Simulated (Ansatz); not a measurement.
## Te2Mo, space group P2_1/m: a single point

Computed with Ansatz 0.2.0 through its Python package.

The script, `scf.py`:
```python
import itertools

import ansatz
from ase import Atoms
import numpy as np

FUNCTIONAL = "pbesol"
MESH = (4, 6, 1)
SMEARING = "fermi_dirac"
SMEARING_WIDTH = 0.1


def main() -> None:
    atoms = Atoms(
        ["Te", "Te", "Te", "Te", "Mo", "Mo"],
        scaled_positions=[
            (0.079152, 0.75, 0.443473),
            (0.920848, 0.25, 0.556527),
            (0.570749, 0.25, 0.459296),
            (0.429251, 0.75, 0.540704),
            (0.818652, 0.75, 0.502535),
            (0.181348, 0.25, 0.497465),
        ],
        cell=[
            (6.361609, 0.0, 0.0),
            (0.0, 3.480403, 0.0),
            (-0.085741, 0.0, 36.17589),
        ],
        pbc=True,
    )
    xtal = ansatz.Crystal.from_ase(atoms)

    setup = (
        xtal.calculation()
        .functional(FUNCTIONAL)
        .kpoints(*MESH)
        .occupations(SMEARING, width=SMEARING_WIDTH)
        .compute(band_table=True, density=True, forces=True)
    )
    planned = setup.session().plan(threads=1)
    facts = planned.describe()
    print("plan:", facts["n_bands"], "bands,", len(facts["kpoints_frac"]), "k-points, plane waves", facts["n_pw_range"], "grid", facts["fft_dense"])
    out = planned.execute()
    rep = out.report

    energy = rep["free_energy_ev"]
    print("Te2Mo: {:.6f} eV = {:.6f} Ry = {:.6f} Ha".format(energy, energy / 13.605693, energy / 27.211386))
    print("Fermi level {:.4f} eV, {} k-points, {} symmetry operations".format(rep["fermi_energy_ev"], rep["n_kpoints"], rep["n_symmetry_ops"]))

    gap = None if "band_edges_ev" not in rep else rep["band_edges_ev"][1] - rep["band_edges_ev"][0]
    print("gap on the k mesh:", "withheld (metal, or smearing too wide to tell)" if gap is None else f"{gap:.3f} eV")
    print("lowest empty less highest filled band, by band count:", round(rep["gap_by_band_count_ev"], 3), "eV")

    rho = out.density()
    total = sum(channel.density_e_per_ang3 for channel in rho.channels[:2])
    grid_cell = np.asarray(rho.fft_grid_basis) @ out.lattice.cell_ang
    mesh = np.stack(np.meshgrid(*[np.arange(n) / n for n in rho.dims], indexing="ij"), axis=-1)
    for site in out.lattice.sites:
        offset = mesh - site.position_ang @ np.linalg.inv(grid_cell)
        offset -= offset.round()
        distance = np.min([np.linalg.norm((offset + shift) @ grid_cell, axis=-1) for shift in itertools.product((-1, 0, 1), repeat=3)], axis=0)
        inside = [total[distance < radius].sum() * rho.cell_volume_ang3 / total.size for radius in (0.8, 1.0, 1.2)]
        print(site.symbol, "electrons within 0.8, 1.0, 1.2 A:", np.round(inside, 2))

    print(setup.to_yaml())

    used = rep["setup"]
    print("cutoffs (eV):", used["ecut_ev"], used["ecutrho_ev"], " FFT grid:", used["fft_dense"])
    print("cell volume {:.3f} A^3, {} symmetry operations".format(used["cell_volume_ang3"], used["n_sym_ops"]))

    print("forces (eV/A)")
    for site, force in zip(out.lattice.sites, rep["forces_ev_ang"]):
        print(f"  {site.symbol:2s} {force[0]:9.4f} {force[1]:9.4f} {force[2]:9.4f}")


if __name__ == "__main__":
    main()
```

`python scf.py` gives:
```text
DeckWarning: basis.ecutwfc = 420 eV, auto-derived from the records' recommended cutoffs: set by Te (normal level)
plan: 56 bands, 12 k-points, plane waves [15591, 15728] grid [45, 24, 243]
Te2Mo: -37402.431894 eV = -2749.028065 Ry = -1374.514032 Ha
Fermi level -1.4867 eV, 12 k-points, 4 symmetry operations
gap on the k mesh: withheld (metal, or smearing too wide to tell)
lowest empty less highest filled band, by band count: -0.193 eV
Te electrons within 0.8, 1.0, 1.2 A: [ 9.9  11.54 12.95]
Te electrons within 0.8, 1.0, 1.2 A: [ 9.9  11.54 12.95]
Te electrons within 0.8, 1.0, 1.2 A: [ 9.89 11.51 12.91]
Te electrons within 0.8, 1.0, 1.2 A: [ 9.89 11.51 12.91]
Mo electrons within 0.8, 1.0, 1.2 A: [ 8.06 10.07 11.45]
Mo electrons within 0.8, 1.0, 1.2 A: [ 8.06 10.07 11.45]
crystal:
  lattice:
    - [6.361609, 0.0, 0.0]
    - [0.0, 3.480403, 0.0]
    - [-0.085741, 0.0, 36.17589]
  atoms:
    - { symbol: Te, position: [0.079152, 0.7500000000000001, 0.443473] }
    - { symbol: Te, position: [0.920848, 0.25, 0.556527] }
    - { symbol: Te, position: [0.570749, 0.25, 0.45929600000000004] }
    - { symbol: Te, position: [0.42925099999999994, 0.7500000000000001, 0.540704] }
    - { symbol: Mo, position: [0.818652, 0.7500000000000001, 0.502535] }
    - { symbol: Mo, position: [0.181348, 0.25, 0.49746499999999994] }
kpoints:
  mp_grid:
    grid: [4, 6, 1]
hamiltonian:
  xc: pbesol
scf:
  occupations:
    method: fermi_dirac
    width: 0.1
output:
  write_density: true
  forces: true
  eigenvalues: true

cutoffs (eV): 420.0 1680.0  FFT grid: [45, 24, 243]
cell volume 800.969 A^3, 4 symmetry operations
forces (eV/A)
  Te    0.0093   -0.0000    0.2023
  Te   -0.0093    0.0000   -0.2023
  Te   -0.0247   -0.0000    0.2301
  Te    0.0247    0.0000   -0.2301
  Mo    0.0414   -0.0000   -0.0055
  Mo   -0.0414    0.0000    0.0055
```
(Warnings from the package without file and line.)

Total energies depend on the potentials; only differences at equal settings carry meaning. A total without «per atom» is that of the cell as typed. Spin is left out of this run. The cell holds layers, chains or clusters in vacuum, no bulk phase. An absolute Fermi energy rests on an arbitrary zero of the periodic potential and has no direct meaning. A gap by band count of zero or less means overlapping bands, a metal. Densities and potentials on the grid are those of the valence electrons, and inside the cores they hang on the potentials used. The structure comes from a database of computed cells and needn't be a stable or known phase. Gaps and levels are Kohn-Sham values on a finite set of k-points, without spin-orbit coupling. Wall time of the script: 22 s on 1 thread of Intel(R) Xeon(R) Platinum 8488C (Sapphire Rapids) (shared host), peak memory 1.1 GiB.

(Lines on the test bed's own set-up are left out of the output.)
